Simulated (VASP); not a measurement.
# LiF (Fm-3m) in VASP: a series of runs

Aim: see how the results for LiF move with the level of theory and the settings. Levels: r2SCAN+rVV10, HSE06, PBE. Tasks: relaxation of cell and atoms, electrostatic potential.

All numbers are computed with VASP 6.6.1; they aren't measurements. Logs are shortened: lines on timing, memory, paths and dates and some standing lists are left out, and cuts for length are marked.

## Step 1: Starting point

It takes space group Fm-3m (No. 225, cubic). The conventional cell has a = 4.020 Å, b = 4.020 Å, c = 4.020 Å, α = 90.00°, β = 90.00°, γ = 90.00°. Around Li (site symmetry m-3m) lie 6 F at 2.01 Å. F (site symmetry m-3m) has 6 Li at 2.01 Å as nearest neighbours.

The cell was built by a generator and needn't be a form met in nature.

## Step 2: Relaxation of cell and atoms, r2SCAN+rVV10

Input file INCAR:

```
SYSTEM = LiF
ALGO = Normal ; BPARAM = 11.95
CPARAM = 0.0093 ; EDIFF = 1E-6
EDIFFG = -0.005 ; ENCUT = 600
IBRION = 2 ; ISIF = 3
ISMEAR = 0 ; IVDW_NL = 2
KPAR = 4 ; LASPH = .True.
LCHARG = .False. ; LMIXTAU = .True.
LREAL = .False. ; LUSE_VDW = .True.
LWAVE = .False. ; METAGGA = R2SCAN
NELM = 120 ; NSW = 40
PREC = Accurate ; SIGMA = 0.02
```

Input file KPOINTS:

```
k-points
0
Gamma
  12 12 12
  0 0 0
```

Input file POSCAR:

```
LiF
1.0
    0.0000000000      2.0100000000      2.0100000000
    2.0100000000      0.0000000000      2.0100000000
    2.0100000000      2.0100000000      0.0000000000
Li F
1 1
Direct
    0.0000000000      0.0000000000      0.0000000000
    0.5000000000      0.5000000000      0.5000000000
```

Potentials or basis: VASP PAW PBE potentials, release 64 (Li_sv, F).

Command:

```
$ cat potpaw_PBE.64/Li_sv/POTCAR potpaw_PBE.64/F/POTCAR > POTCAR
$ mpirun -np 4 vasp_std > vasp.out
```

OUTCAR:

```text
SYSTEM = LiF
   BPARAM = 11.95
   EDIFF = 1E-6
   EDIFFG = -0.005
   ENCUT = 600
   IBRION = 2
   ISIF = 3
   ISMEAR = 0
   IVDW_NL = 2
   LASPH = .True.
   LREAL = .False.
   METAGGA = R2SCAN
   NELM = 120
   NSW = 40
   PREC = Accurate

 ion  position               nearest neighbor table
   1  0.000  0.000  0.000-   2 2.01   2 2.01   2 2.01   2 2.01   2 2.01   2 2.01
   2  0.500  0.500  0.500-   1 2.01   1 2.01   1 2.01   1 2.01   1 2.01   1 2.01

  LATTYP: Found a face centered cubic cell.
 ALAT       =     4.0200000000

  Lattice vectors:

 A1 = (   0.0000000000,   2.0100000000,   2.0100000000)
 A2 = (   2.0100000000,   0.0000000000,   2.0100000000)
 A3 = (   2.0100000000,   2.0100000000,   0.0000000000)

Analysis of symmetry for initial positions (statically):
=====================================================================
 Subroutine PRICEL returns:
 Original cell was already a primitive cell.

 Routine SETGRP: Setting up the symmetry group for a
 face centered cubic supercell.

 Subroutine GETGRP returns: Found 48 space group operations
 (whereof 48 operations were pure point group operations)
 out of a pool of 48 trial point group operations.

The static configuration has the point symmetry O_h .

Analysis of symmetry for dynamics (positions and initial velocities):
=====================================================================
 Subroutine PRICEL returns:
 Original cell was already a primitive cell.

 Routine SETGRP: Setting up the symmetry group for a
 face centered cubic supercell.

 Subroutine GETGRP returns: Found 48 space group operations
 (whereof 48 operations were pure point group operations)
 out of a pool of 48 trial point group operations.

The dynamic configuration has the point symmetry O_h .

 Subroutine INISYM returns: Found 48 space group operations
 (whereof 48 operations are pure point group operations),
 and found     1 'primitive' translations

----------------------------------------------------------------------------------------

                                     Primitive cell

  volume of cell :      16.2412

  direct lattice vectors                    reciprocal lattice vectors
     0.000000000  2.010000000  2.010000000    -0.248756219  0.248756219  0.248756219
     2.010000000  0.000000000  2.010000000     0.248756219 -0.248756219  0.248756219
     2.010000000  2.010000000  0.000000000     0.248756219  0.248756219 -0.248756219

  length of vectors
     2.842569260  2.842569260  2.842569260     0.430858410  0.430858410  0.430858410

[... 103 lines left out ...]
  Thomas-Fermi vector in A             =   2.516450
   LORBIT       =      0    0 simple, 1 ext, 2 COOP (PROOUT), +10 PAW based schemes
   METAGGA = R2SCAN    functional components
   LHFCALC =     F    Hartree Fock is set to
   AEXX    =    0.0000 exact exchange contribution
   IVDW_NL    =     2    kernel type
   BPARAM     =11.9500
   IVDW    =     0    specifies the selected vdW correction
   LEPSILON=     F    determine dielectric tensor
   LRPA    =     F    only Hartree local field effects (RPA)
 conjugate gradient relaxation of ions
 non-spin polarized calculation
 Gauss-broadening in eV      SIGMA  =   0.02
  energy-cutoff  :      600.00
  volume of cell :       16.24
 maximum number of plane-waves:       560
   NGX = 11   NGY = 11   NGZ = 11

--------------------------------------- Ionic step        1  -------------------------------------------

 number of electron      10.0000000 magnetization

 number of electron       9.9999993 magnetization

 Free energy of the ion-electron system (eV)
  ---------------------------------------------------
  ext. energy  EPLUGINS =         0.00000000
  ---------------------------------------------------
  free energy    TOTEN  =       -11.57847908 eV

  energy without entropy =      -11.57847908  energy(sigma->0) =      -11.57847908

------------------------ aborting loop because EDIFF is reached ----------------------------------------

  FORCE on cell =-STRESS in cart. coord.  units (eV):
  Direction    XX          YY          ZZ          XY          YZ          ZX
  --------------------------------------------------------------------------------------
  -------------------------------------------------------------------------------------
  Total       -0.3773787     -0.3773787     -0.3773787     -0.0000000      0.0000000      0.0000000
  in kB      -37.2280122    -37.2280122    -37.2280122     -0.0000000      0.0000000      0.0000000
  external PRESSURE =     -37.2280122 kB  Pullay stress =       0.0000000 kB
[... 95 lines left out ...]
--------------------------------------- Ionic step        4  -------------------------------------------

 number of electron      10.0000001 magnetization

 Free energy of the ion-electron system (eV)
  ---------------------------------------------------
  ext. energy  EPLUGINS =         0.00000000
  ---------------------------------------------------
  free energy    TOTEN  =       -11.58790909 eV

  energy without entropy =      -11.58790909  energy(sigma->0) =      -11.58790909

 E-fermi :  -1.2127     XC(G=0): -10.8762

 val. band max:       -1.3236091664   @ k =   0.0000   0.0000   0.0000
 cond. band min:       9.4007908056   @ k =   0.0000   0.0000   0.0000
 fundamental gap:     10.7243999720
 Fermi energy:        -1.2126510856

 k-point     1 :       0.0000    0.0000    0.0000
  band No.  band energies     occupation
      1     -43.2381      2.00000
      2     -22.5668      2.00000
      3      -1.3236      2.00000
      4      -1.3236      2.00000
      5      -1.3236      2.00000
      6       9.4008      0.00000
      7      24.6361      0.00000
      8      24.6361      0.00000
      9      24.6361      0.00000
[... 265 lines left out ...]
 k-point    24 :      -0.4167    0.1667    0.0000
  band No.  band energies     occupation
      1     -43.1603      2.00000
      2     -22.0365      2.00000
      3      -3.8481      2.00000
      4      -2.3311      2.00000
      5      -1.7182      2.00000
      6      11.9082      0.00000
      7      16.4369      0.00000
      8      19.8237      0.00000
      9      20.0058      0.00000

 [... further k-points ...]

------------------------ aborting loop because EDIFF is reached ----------------------------------------

  FORCE on cell =-STRESS in cart. coord.  units (eV):
  Direction    XX          YY          ZZ          XY          YZ          ZX
  --------------------------------------------------------------------------------------
  -------------------------------------------------------------------------------------
  Total       -0.0025138     -0.0025138     -0.0025138     -0.0000000      0.0000000     -0.0000000
  in kB       -0.2598041     -0.2598041     -0.2598041     -0.0000000      0.0000000     -0.0000000
  external PRESSURE =      -0.2598041 kB  Pullay stress =       0.0000000 kB
[... 17 lines left out ...]
  FREE ENERGIE OF THE ION-ELECTRON SYSTEM (eV)
  ---------------------------------------------------
  free  energy   TOTEN  =       -11.5879090855 eV

  energy  without entropy=      -11.5879090855  energy(sigma->0) =      -11.58790909

 reached required accuracy - stopping structural energy minimisation
```

OSZICAR:

```text
N       E                     dE             d eps       ncg     rms          rms(c)
DAV:   1     0.307514002395E+02    0.30751E+02   -0.63029E+03  1368   0.128E+03
DAV:   2    -0.135187909963E+02   -0.44270E+02   -0.43047E+02  1452   0.228E+02
DAV:   3    -0.146335966336E+02   -0.11148E+01   -0.11131E+01  1741   0.349E+01
DAV:   4    -0.146448390927E+02   -0.11242E-01   -0.11217E-01  1753   0.321E+00
[... 43 lines left out ...]
DAV:   6    -0.115879022544E+02    0.23129E-04   -0.36111E-06  1348   0.326E-02    0.107E-03
DAV:   7    -0.115879107756E+02   -0.85212E-05   -0.43907E-07  1330   0.103E-02    0.447E-04
DAV:   8    -0.115879076972E+02    0.30784E-05   -0.12602E-07  1009   0.598E-03    0.190E-04
DAV:   9    -0.115879092856E+02   -0.15884E-05   -0.28946E-08   648   0.261E-03    0.547E-05
DAV:  10    -0.115879090855E+02    0.20011E-06   -0.20770E-09   648   0.526E-04
   4 F= -.11587909E+02 E0= -.11587909E+02  d E =-.943000E-02
```

CONTCAR:

```text
LiF
   1.00000000000000
     0.0000000000000000    1.9790394679958261    1.9790394679958261
     1.9790394679958261   -0.0000000000000000    1.9790394679958261
     1.9790394679958261    1.9790394679958261    0.0000000000000000
  Li              F
     1     1
Direct
     0.0000000000000000    1.0000000000000000    1.0000000000000000
     0.5000000000000000    0.5000000000000000    0.5000000000000000

  0.00000000E+00  0.00000000E+00  0.00000000E+00
  0.00000000E+00  0.00000000E+00  0.00000000E+00
```

Wall time 2 min (4 MPI ranks of Intel Xeon Platinum 8488C (Sapphire Rapids), shared host); peak memory 0.2 GiB.

Results:

| Item | Value |
| --- | --- |
| Free energy | -11.5879 eV |
| Relaxed volume | 7.75 Å³/atom |
| Relaxed cell | a = 2.799 Å, b = 2.799 Å, c = 2.799 Å, α = 60.00°, β = 60.00°, γ = 60.00° |
| Space group after relaxing (to 0.05 Å) | Fm-3m (No. 225) |
| Energy gained by relaxing | 4.7 meV/atom |
| Ionic steps | 4 |
| Pressure after relaxing | 0.0 GPa |
| Band gap on the k mesh | 10.72 eV, direct |

Step by step:
```tsv
step	energy change (eV)	largest force (eV/Å)	pressure (GPa)	volume (Å³)
1	0.0000	0.0000	-3.72	16.24
2	-0.0078	0.0000	-1.66	15.80
3	-0.0092	0.0000	-0.54	15.60
4	-0.0094	0.0000	-0.03	15.50
```

Final structure:
```
CELL_PARAMETERS angstrom
0.00000 1.97904 1.97904
1.97904 0.00000 1.97904
1.97904 1.97904 0.00000
ATOMIC_POSITIONS crystal
Li 0.00000 0.00000 0.00000
F 0.50000 0.50000 0.50000
```

Caveat: the cutoff is under 1.25 times the usual one of these potentials, so pressure, stress and relaxed cells hold a basis-set (Pulay) error; the PAW data sets were made with another functional, which shifts forces and pressure a little.

## Step 3: Electrostatic potential, r2SCAN+rVV10

This run uses another cell than the first one, of 7.75 Å³/atom, 0.954 times its volume.

Input file INCAR:

```
SYSTEM = LiF
PREC     = Accurate       ! precision mode
ENCUT    = 520            ! plane-wave cutoff, eV
EDIFF    = 1E-6           ! SCF threshold, eV
ISMEAR   = 0              ! smearing method
SIGMA    = 0.02           ! smearing width, eV
LREAL    = .FALSE.        ! projectors in reciprocal space
LASPH    = .TRUE.         ! aspherical terms in the spheres
NELM     = 60             ! most SCF steps
ALGO     = Normal         ! electronic algorithm
ISIF     = 2              ! what is computed and relaxed
LWAVE    = .FALSE.        ! write WAVECAR
LCHARG   = .TRUE.         ! write CHGCAR
METAGGA  = R2SCAN         ! meta-GGA
LMIXTAU  = .TRUE.       
LUSE_VDW = .TRUE.       
IVDW_NL  = 2            
BPARAM   = 11.95        
CPARAM   = 0.0093       
LVHAR    = .TRUE.       
KPAR     = 4
```

Input file KPOINTS:

```
regular mesh
0
G
  12 12 12
  0 0 0
```

Input file POSCAR:

```
LiF                                     
1.0
    0.0000000000      1.9790394680      1.9790394680
    1.9790394680     -0.0000000000      1.9790394680
    1.9790394680      1.9790394680      0.0000000000
  Li              F             
     1     1
Direct
     0.0000000000000000    1.0000000000000000    1.0000000000000000
     0.5000000000000000    0.5000000000000000    0.5000000000000000
```

Potentials or basis: VASP PAW PBE potentials, release 64 (Li_sv, F).

Command:

```
$ cat potpaw_PBE.64/Li_sv/POTCAR potpaw_PBE.64/F/POTCAR > POTCAR
$ mpirun -np 4 vasp_std > vasp.out
```

It took 44 s on 4 MPI ranks of Intel Xeon Platinum 8488C (Sapphire Rapids), shared host; peak memory 0.19 GiB.

Results (log left out):

```yaml
Free_energy: -11.5791 eV
Band_gap_on_the_k_mesh: 10.72 eV, direct
```

Levels at points of the mesh, in eV from the valence-band top:
| k point | band 2 | band 3 | band 4 | band 5 | band 6 | band 7 | band 8 | band 9 |
| --- | --- | --- | --- | --- | --- | --- | --- | --- |
| (0.00, 0.00, 0.00) | -21.24 | 0.00 | 0.00 | 0.00 | 10.72 | 25.95 | 25.95 | 25.95 |
| (0.50, 0.00, 0.00) | -20.79 | -2.66 | -0.26 | -0.26 | 12.07 | 18.74 | 20.83 | 20.83 |
| (0.50, 0.50, 0.00) | -20.49 | -3.25 | -1.09 | -1.09 | 16.54 | 17.63 | 19.75 | 22.54 |

Caveat: the cutoff is under 1.25 times the usual one of these potentials, so pressure, stress and relaxed cells hold a basis-set (Pulay) error; the PAW data sets were made with another functional, which shifts forces and pressure a little. A k mesh can miss the band edges.

## Step 4: Electrostatic potential, HSE06

This run uses another cell than the first one, of 7.75 Å³/atom, 0.954 times its volume.

POSCAR is that of step 3.

Input file INCAR.step1:

```
SYSTEM = LiF
PREC     = Accurate       ! precision mode
ENCUT    = 520            ! plane-wave cutoff, eV
EDIFF    = 1E-5           ! SCF threshold, eV
ISMEAR   = 0              ! smearing method
SIGMA    = 0.02           ! smearing width, eV
LREAL    = .FALSE.        ! projectors in reciprocal space
LASPH    = .TRUE.         ! aspherical terms in the spheres
NELM     = 60             ! most SCF steps
ALGO     = Normal         ! electronic algorithm
ISIF     = 2              ! what is computed and relaxed
LWAVE    = .TRUE.         ! write WAVECAR
GGA      = PE             ! functional
KPAR     = 4
```

Input file INCAR.step2:

```
SYSTEM = LiF
PREC     = Accurate       ! precision mode
ENCUT    = 520            ! plane-wave cutoff, eV
EDIFF    = 1E-6           ! SCF threshold, eV
ISMEAR   = 0              ! smearing method
SIGMA    = 0.02           ! smearing width, eV
LREAL    = .FALSE.        ! projectors in reciprocal space
LASPH    = .TRUE.         ! aspherical terms in the spheres
NELM     = 60             ! most SCF steps
ALGO     = Normal         ! electronic algorithm
ISIF     = 2              ! what is computed and relaxed
LWAVE    = .FALSE.        ! write WAVECAR
LCHARG   = .TRUE.         ! write CHGCAR
GGA      = PE             ! functional
LHFCALC  = .TRUE.         ! exact exchange
HFSCREEN = 0.2            ! screening, 1/A
PRECFOCK = Fast         
LVHAR    = .TRUE.       
ISTART   = 1            
KPAR     = 4
```

Input file KPOINTS:

```
regular mesh
0
G
  8 8 8
  0 0 0
```

Command:

```
$ cat potpaw_PBE.64/Li_sv/POTCAR potpaw_PBE.64/F/POTCAR > POTCAR
$ cp INCAR.step1 INCAR
$ mpirun -np 4 vasp_std > vasp.out
$ cp INCAR.step2 INCAR
$ mpirun -np 4 vasp_std > vasp.out
```

Wall time 89 s (4 MPI ranks of Intel Xeon Platinum 8488C (Sapphire Rapids), shared host); peak memory 0.22 GiB.

Results (log left out):

| Property | Result |
| --- | --- |
| Free energy | -11.3974 eV |
| Band gap on the k mesh | 11.93 eV, direct |

Levels at points of the mesh, in eV from the valence-band top:
| k point | band 3 | band 4 | band 5 | band 6 | band 7 | band 8 |
| --- | --- | --- | --- | --- | --- | --- |
| (0.00, 0.00, 0.00) | 0.00 | 0.00 | 0.00 | 11.93 | 27.36 | 27.36 |
| (0.50, 0.00, 0.00) | -2.83 | -0.27 | -0.27 | 13.43 | 20.11 | 21.86 |
| (0.50, 0.50, 0.00) | -3.37 | -1.14 | -1.14 | 17.97 | 19.06 | 20.70 |

Caveat: the cutoff is under 1.25 times the usual one of these potentials, so pressure, stress and relaxed cells hold a basis-set (Pulay) error; the PAW data sets were made with another functional, which shifts forces and pressure a little.

[end of part 1 of 2]
